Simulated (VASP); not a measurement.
# BAs (F-43m) in VASP: notebook

Runs on BAs. Level: PBE. Tasks: relaxation of cell and atoms.

Program: VASP 6.6.1. These are calculated values, not measurements. Logs are shortened: lines on timing, memory, paths and dates and some standing lists are left out, and cuts for length are marked.

### 1 Starting point

Symmetry: F-43m, No. 216, cubic system. Conventional cell: a = 4.777 Å, b = 4.777 Å, c = 4.777 Å, α = 90.00°, β = 90.00°, γ = 90.00°. Around B (site symmetry -43m) lie 4 As at 2.07 Å. As (site symmetry -43m) has 4 B at 2.07 Å as nearest neighbours.

### 2 Relaxation of cell and atoms, PBE

Contents of INCAR:

```
SYSTEM = BAs
PREC     = Accurate       ! precision mode
ENCUT    = 520            ! plane-wave cutoff, eV
EDIFF    = 1E-7           ! SCF threshold, eV
ISMEAR   = 0              ! smearing method
SIGMA    = 0.02           ! smearing width, eV
LREAL    = .False.        ! projectors in reciprocal space
LASPH    = .True.         ! aspherical terms in the spheres
NELM     = 60             ! most SCF steps
ALGO     = Normal         ! electronic algorithm
ISIF     = 3              ! what is computed and relaxed
LWAVE    = .False.        ! write WAVECAR
LCHARG   = .False.        ! write CHGCAR
GGA      = PE             ! functional
IBRION   = 2              ! ionic algorithm
NSW      = 80             ! ionic steps
EDIFFG   = -0.002         ! ionic threshold
```

Contents of KPOINTS:

```
Automatic mesh
0
Gamma
  4 4 4
  0 0 0
```

Contents of POSCAR:

```
BAs
1.0
    0.0000000000      2.3885000000      2.3885000000
    2.3885000000      0.0000000000      2.3885000000
    2.3885000000      2.3885000000      0.0000000000
B As
1 1
Direct
    0.0000000000      0.0000000000      0.0000000000
    0.2500000000      0.2500000000      0.2500000000
```

Potentials or basis: VASP PAW PBE potentials, release 64 (B, As).

On the command line:

```sh
$ cat potpaw_PBE.64/B/POTCAR potpaw_PBE.64/As/POTCAR > POTCAR
$ mpirun -np 1 vasp_std > vasp.out
```

OUTCAR:

```text
SYSTEM = BAs
   PREC = Accurate
   ENCUT = 520
   EDIFF = 1E-7
   ISMEAR = 0
   LREAL = .False.
   LASPH = .True.
   NELM = 60
   ISIF = 3
   GGA = PE
   IBRION = 2
   NSW = 80
   EDIFFG = -0.002

 ion  position               nearest neighbor table
   1  0.000  0.000  0.000-   2 2.07   2 2.07   2 2.07   2 2.07
   2  0.250  0.250  0.250-   1 2.07   1 2.07   1 2.07   1 2.07

  LATTYP: Found a face centered cubic cell.
 ALAT       =     4.7770000000

  Lattice vectors:

 A1 = (   0.0000000000,   2.3885000000,   2.3885000000)
 A2 = (   2.3885000000,   0.0000000000,   2.3885000000)
 A3 = (   2.3885000000,   2.3885000000,   0.0000000000)

Analysis of symmetry for initial positions (statically):
=====================================================================
 Subroutine PRICEL returns:
 Original cell was already a primitive cell.

 Routine SETGRP: Setting up the symmetry group for a
 face centered cubic supercell.

 Subroutine GETGRP returns: Found 24 space group operations
 (whereof 24 operations were pure point group operations)
 out of a pool of 48 trial point group operations.

The static configuration has the point symmetry T_d .

Analysis of symmetry for dynamics (positions and initial velocities):
=====================================================================
 Subroutine PRICEL returns:
 Original cell was already a primitive cell.

 Routine SETGRP: Setting up the symmetry group for a
 face centered cubic supercell.

 Subroutine GETGRP returns: Found 24 space group operations
 (whereof 24 operations were pure point group operations)
 out of a pool of 48 trial point group operations.

The dynamic configuration has the point symmetry T_d .

 Subroutine INISYM returns: Found 24 space group operations
 (whereof 24 operations are pure point group operations),
 and found     1 'primitive' translations

----------------------------------------------------------------------------------------

                                     Primitive cell

  volume of cell :      27.2525

  direct lattice vectors                    reciprocal lattice vectors
     0.000000000  2.388500000  2.388500000    -0.209336404  0.209336404  0.209336404
     2.388500000  0.000000000  2.388500000     0.209336404 -0.209336404  0.209336404
     2.388500000  2.388500000  0.000000000     0.209336404  0.209336404 -0.209336404

  length of vectors
     3.377849094  3.377849094  3.377849094     0.362581287  0.362581287  0.362581287

  position of ions in fractional coordinates (direct lattice)
     0.000000000  0.000000000  0.000000000
     0.250000000  0.250000000  0.250000000

  ion indices of the primitive-cell ions
   primitive index   ion index
                 1           1
                 2           2

----------------------------------------------------------------------------------------

 KPOINTS: Automatic mesh

Automatic generation of k-mesh.
 Grid dimensions read from file:
 generate k-points for:    4    4    4

 Generating k-lattice:

  Cartesian coordinates                     Fractional coordinates (reciprocal lattice)
    -0.052334101  0.052334101  0.052334101     0.250000000  0.000000000  0.000000000
     0.052334101 -0.052334101  0.052334101     0.000000000  0.250000000  0.000000000
     0.052334101  0.052334101 -0.052334101     0.000000000  0.000000000  0.250000000

  Length of vectors
     0.090645322  0.090645322  0.090645322

  Shift w.r.t. Gamma in fractional coordinates (k-lattice)
     0.000000000  0.000000000  0.000000000

 Subroutine IBZKPT returns following result:
 ===========================================

 Found      8 irreducible k-points:

 Following reciprocal coordinates:
            Coordinates               Weight
  0.000000  0.000000  0.000000      1.000000
  0.250000  0.000000  0.000000      8.000000
  0.500000  0.000000  0.000000      4.000000
  0.250000  0.250000  0.000000      6.000000
  0.500000  0.250000  0.000000     24.000000
 -0.250000  0.250000  0.000000     12.000000
  0.500000  0.500000  0.000000      3.000000
 -0.250000  0.500000  0.250000      6.000000
   k-points           NKPTS =      8   k-points in BZ     NKDIM =      8   number of bands    NBANDS=      8
   number of dos      NEDOS =    301   number of ions     NIONS =      2
   total plane-waves  NPLWV =  21952
   dimension x,y,z NGX =    28 NGY =   28 NGZ =   28
   dimension x,y,z NGXF=    56 NGYF=   56 NGZF=   56
   ions per type =               1   1
   NGX,Y,Z   is equivalent  to a cutoff of  13.78, 13.78, 13.78 a.u.
   NGXF,Y,Z  is equivalent  to a cutoff of  27.56, 27.56, 27.56 a.u.
 SYSTEM =  BAs
   PREC   = accura    normal or accurate (medium, high low for compatibility)
   ISTART =      0    job   : 0-new  1-cont  2-samecut
   ICHARG =      2    charge: 1-file 2-atom 10-const
   ISPIN  =      1    spin polarized calculation?
   LNONCOLLINEAR =      F non collinear calculations
   LSORBIT =      F    spin-orbit coupling
   LASPH  =      T    aspherical Exc in radial PAW
   ENCUT  =  520.0 eV  38.22 Ry    6.18 a.u.   6.28  6.28  6.28*2*pi/ulx,y,z
   NELM   =     60;   NELMIN=  2; NELMDL= -5     # of ELM steps
   EDIFF  = 0.1E-06   stopping-criterion for ELM
   LREAL  =      F    real-space projection
   EDIFFG = -.2E-02   stopping-criterion for IOM
   NSW    =     80    number of steps for IOM
   IBRION =      2    ionic relax: 0-MD 1-quasi-New 2-CG
   NFREE  =      1    steps in history (QN), initial steepest desc. (CG)
   ISIF   =      3    stress and relaxation
   ISYM   =      2    0-nonsym 1-usesym 2-fastsym
   POTIM  = 0.5000    time-step for ionic-motion
   TEBEG  =    0.0;   TEEND  =   0.0 temperature during run
   PSTRESS=    0.0 pullay stress
   NELECT =       8.0000    total number of electrons
   NUPDOWN=      -1.0000    fix difference up-down
   EMIN   =  10.00;   EMAX   =-10.00  energy-range for DOS
   EFERMI =   0.00;   METHOD = LEGACY
   ISMEAR =     0;   SIGMA  =   0.02  broadening in eV -4-tet -1-fermi 0-gaus
   EFERMI_NEDOS =   21; number of points for ismear=-14 and -15
   IALGO  =     38    algorithm
   IMIX   =      4    mixing-type and parameters
     AMIX     =   0.40;   BMIX     =  1.00
     AMIX_MAG =   1.60;   BMIX_MAG =  1.00
  volume/ion in A,a.u.               =      13.63        91.95
  Fermi-wavevector in a.u.,A,eV,Ry     =   1.088018  2.056057 16.106360  1.183784
  Thomas-Fermi vector in A             =   2.224191
   LORBIT       =      0    0 simple, 1 ext, 2 COOP (PROOUT), +10 PAW based schemes
   GGA     = PE    functional components
   LHFCALC =     F    Hartree Fock is set to
   AEXX    =    0.0000 exact exchange contribution
   IVDW    =     0    specifies the selected vdW correction
   LEPSILON=     F    determine dielectric tensor
   LRPA    =     F    only Hartree local field effects (RPA)
 conjugate gradient relaxation of ions
 non-spin polarized calculation
 Gauss-broadening in eV      SIGMA  =   0.02
  energy-cutoff  :      520.00
  volume of cell :       27.25
 maximum number of plane-waves:       754
 NGX is ok and might be reduce to    28
   NGX = 13   NGY = 13   NGZ = 13

--------------------------------------- Ionic step        1  -------------------------------------------

 number of electron       8.0000000 magnetization

 Free energy of the ion-electron system (eV)
  ---------------------------------------------------
  ext. energy  EPLUGINS =         0.00000000
  ---------------------------------------------------
  free energy    TOTEN  =       -11.22780397 eV

  energy without entropy =      -11.22780397  energy(sigma->0) =      -11.22780397

------------------------ aborting loop because EDIFF is reached ----------------------------------------

  FORCE on cell =-STRESS in cart. coord.  units (eV):
  Direction    XX          YY          ZZ          XY          YZ          ZX
  --------------------------------------------------------------------------------------
  -------------------------------------------------------------------------------------
  Total        0.6868062      0.6868062      0.6868062      0.0000000      0.0000000      0.0000000
  in kB       40.3774677     40.3774677     40.3774677      0.0000000      0.0000000      0.0000000
  external PRESSURE =      40.3774677 kB  Pullay stress =       0.0000000 kB

 VOLUME and BASIS-vectors are now :
 -----------------------------------------------------------------------------
  energy-cutoff  :      520.00
  volume of cell :       27.25
      direct lattice vectors                 reciprocal lattice vectors
     0.000000000  2.388500000  2.388500000    -0.209336404  0.209336404  0.209336404
     2.388500000  0.000000000  2.388500000     0.209336404 -0.209336404  0.209336404
     2.388500000  2.388500000  0.000000000     0.209336404  0.209336404 -0.209336404

 POSITION                                       TOTAL-FORCE (eV/Angst)
 -----------------------------------------------------------------------------------
      0.00000      0.00000      0.00000         0.000000      0.000000      0.000000
      1.19425      1.19425      1.19425        -0.000000     -0.000000     -0.000000
 -----------------------------------------------------------------------------------
    total drift:                               -0.000000     -0.000000     -0.000000

  FREE ENERGIE OF THE ION-ELECTRON SYSTEM (eV)
  ---------------------------------------------------
  free  energy   TOTEN  =       -11.2278039730 eV
[... 17 lines left out ...]
 VOLUME and BASIS-vectors are now :
 -----------------------------------------------------------------------------
  energy-cutoff  :      520.00
  volume of cell :       28.63
      direct lattice vectors                 reciprocal lattice vectors
     0.000000000  2.428069510  2.428069510    -0.205924912  0.205924912  0.205924912
     2.428069510  0.000000000  2.428069510     0.205924912 -0.205924912  0.205924912
     2.428069510  2.428069510  0.000000000     0.205924912  0.205924912 -0.205924912

 POSITION                                       TOTAL-FORCE (eV/Angst)
 -----------------------------------------------------------------------------------
      0.00000      0.00000      0.00000        -0.000000     -0.000000     -0.000000
      1.21403      1.21403      1.21403         0.000000      0.000000      0.000000
 -----------------------------------------------------------------------------------
    total drift:                               -0.000000     -0.000000     -0.000000

  FREE ENERGIE OF THE ION-ELECTRON SYSTEM (eV)
  ---------------------------------------------------
  free  energy   TOTEN  =       -11.2328221787 eV

  energy  without entropy=      -11.2328221787  energy(sigma->0) =      -11.23282218

--------------------------------------- Ionic step        3  -------------------------------------------

 number of electron       8.0000000 magnetization

 Free energy of the ion-electron system (eV)
  ---------------------------------------------------
  ext. energy  EPLUGINS =         0.00000000
  ---------------------------------------------------
  free energy    TOTEN  =       -11.23758339 eV

  energy without entropy =      -11.23758339  energy(sigma->0) =      -11.23758339

 E-fermi :   5.9612     XC(G=0): -10.4378

 val. band max:        5.8510069966   @ k =   0.0000   0.0000   0.0000
 cond. band min:       7.2981095704   @ k =   0.5000   0.5000   0.0000
 fundamental gap:      1.4471025738
 Fermi energy:         5.9611980387

 k-point     1 :       0.0000    0.0000    0.0000
  band No.  band energies     occupation
      1      -9.3013      2.00000
      2       5.8510      2.00000
      3       5.8510      2.00000
      4       5.8510      2.00000
      5       9.0760      0.00000
      6       9.0760      0.00000
      7       9.0760      0.00000
      8      10.1776      0.00000

 k-point     2 :       0.2500    0.0000    0.0000
  band No.  band energies     occupation
      1      -8.3275      2.00000
      2       0.9939      2.00000
      3       4.7315      2.00000
      4       4.7315      2.00000
      5       8.7604      0.00000
      6      10.4257      0.00000
      7      10.4257      0.00000
      8      13.5457      0.00000

 k-point     3 :       0.5000    0.0000    0.0000
  band No.  band energies     occupation
      1      -6.5317      2.00000
      2      -2.7406      2.00000
      3       4.0739      2.00000
      4       4.0739      2.00000
      5       8.3720      0.00000
      6      10.5803      0.00000
      7      10.5803      0.00000
      8      14.6493      0.00000
[... 66 lines left out ...]
 VOLUME and BASIS-vectors are now :
 -----------------------------------------------------------------------------
  energy-cutoff  :      520.00
  volume of cell :       28.05
      direct lattice vectors                 reciprocal lattice vectors
     0.000000000  2.411575209  2.411575209    -0.207333364  0.207333364  0.207333364
     2.411575209  0.000000000  2.411575209     0.207333364 -0.207333364  0.207333364
     2.411575209  2.411575209  0.000000000     0.207333364  0.207333364 -0.207333364

 POSITION                                       TOTAL-FORCE (eV/Angst)
 -----------------------------------------------------------------------------------
      0.00000      0.00000      0.00000        -0.000000      0.000000     -0.000000
      1.20579      1.20579      1.20579         0.000000     -0.000000      0.000000
 -----------------------------------------------------------------------------------
    total drift:                               -0.000000     -0.000000     -0.000000

  FREE ENERGIE OF THE ION-ELECTRON SYSTEM (eV)
  ---------------------------------------------------
  free  energy   TOTEN  =       -11.2375833875 eV

  energy  without entropy=      -11.2375833875  energy(sigma->0) =      -11.23758339

 reached required accuracy - stopping structural energy minimisation
```

Run time: 6.7 s. Hardware: 1 thread of Intel Xeon 6975P-C (Granite Rapids), shared host; peak memory 0.15 GiB.

What came out:

```yaml
Free_energy: -11.2376 eV
Relaxed_volume: 14.02 Å³/atom
Relaxed_cell: a = 3.410 Å, b = 3.410 Å, c = 3.410 Å, α = 60.00°, β = 60.00°, γ = 60.00°
Space_group_after_relaxing_to_0.05_Å: F-43m (No. 216)
Energy_gained_by_relaxing: 4.9 meV/atom
Ionic_steps: 3
Pressure_after_relaxing: 0.0 GPa
Band_gap_on_the_k_mesh: 1.45 eV, indirect (least direct gap 3.23 eV)
```

The path:
| step | energy change (eV) | largest force (eV/Å) | pressure (GPa) | volume (Å³) |
| --- | --- | --- | --- | --- |
| 1 | 0.0000 | 0.0000 | 4.04 | 27.25 |
| 2 | -0.0050 | 0.0000 | -2.58 | 28.63 |
| 3 | -0.0098 | 0.0000 | 0.01 | 28.05 |

Final structure:
```yaml
crystal:
  lattice:
    - [0.00000, 2.41158, 2.41158]
    - [2.41158, 0.00000, 2.41158]
    - [2.41158, 2.41158, 0.00000]
  atoms:
    - { symbol: B, position: [0.00000, 0.00000, 0.00000] }
    - { symbol: As, position: [0.25000, 0.25000, 0.25000] }
```

Caveat: the k mesh is coarse (spacing up to 0.57 Å⁻¹), so the values aren't converged. PBE usually gives volumes a little too large and moduli too small.

[end of part 1 of 2]
